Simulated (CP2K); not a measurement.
Runs of CP2K 2026.2 on Pt. The typed cell holds 1 atom: a = 2.743 Å, b = 2.761 Å, c = 2.721 Å, α = 109.34°, β = 109.59°, γ = 109.30°. This isn't the form of Pt at room conditions, which is fcc.

```csv
task,level,points a segment of the path (NPOINTS),bands added on the path,gap on the mesh (eV),pressure (GPa)
single point,PBE,-,-,none,-1.3
single point,RPBE,-,-,none,2.5
band structure,PBEsol,8,4,none,-10.8
band structure,LDA,8,4,none,(b)
band structure,r2SCAN,8,4,none,(a)
```

Alike in all rows: potentials or basis POTENTIAL_UZH Pt GTH-PBE-q18; TZVP-MOLOPT-PBE-GTH basis; no spin polarisation; cell as given; k mesh 12 × 12 × 12; smearing fermi-dirac 0.05 eV.

Question: Fill in the values left out.

Answer: (a) -6.3; (b) -15.0.

Caveats: the basis of atomic orbitals isn't converged, which shifts pressures, moduli and gaps; the potentials were made for another functional, which shifts forces and pressure (some runs); spin-orbit coupling is left out, which moves the levels of the heavy elements (some runs).

A k mesh can miss the band edges, and the runs leave out spin-orbit coupling on Pt.

A gap of «none» marks a metal or a gap under the smearing width.
